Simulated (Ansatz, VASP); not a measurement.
One calculation of Ca, two programs

```
Ca
1.0
     0.00000    2.83097    2.83097
     2.83097    0.00000    2.83097
     2.83097    2.83097    0.00000
Ca
1
Cartesian
  0.0000 0.0000 0.0000
```

Alike in both runs: task single point; functional PBEsol; k mesh 8 × 8 × 8; occupations fermi-dirac, width 0.05 eV; no spin polarisation.

|  | VASP | Ansatz |
| --- | --- | --- |
| version | VASP 6.6.1 | Ansatz 0.2.0 |
| potentials or method | VASP PAW PBE potentials, release 64 (Ca_sv) | Ansatz PAW |
| plane-wave cutoff (eV) | 520 | 420 |
| valence electrons in the cell | 10 | 10 |

|  | VASP | Ansatz | Ansatz less VASP |
| --- | --- | --- | --- |
| gap on the k mesh at the Fermi level (eV) | none | none | - |
| pressure (GPa) | -1.7 | -1.7 | +0.01 |

A gap of «none» marks a metal or a gap that the smearing closes. The functional is the same, so the differences come from potentials, cutoffs and numerics.

Caveats: the PAW data sets were made with another functional, which shifts forces and pressure a little (VASP); the PAW data sets come from PBE, with cores solved anew for the run's functional, which leaves a small shift of forces and pressure (Ansatz).
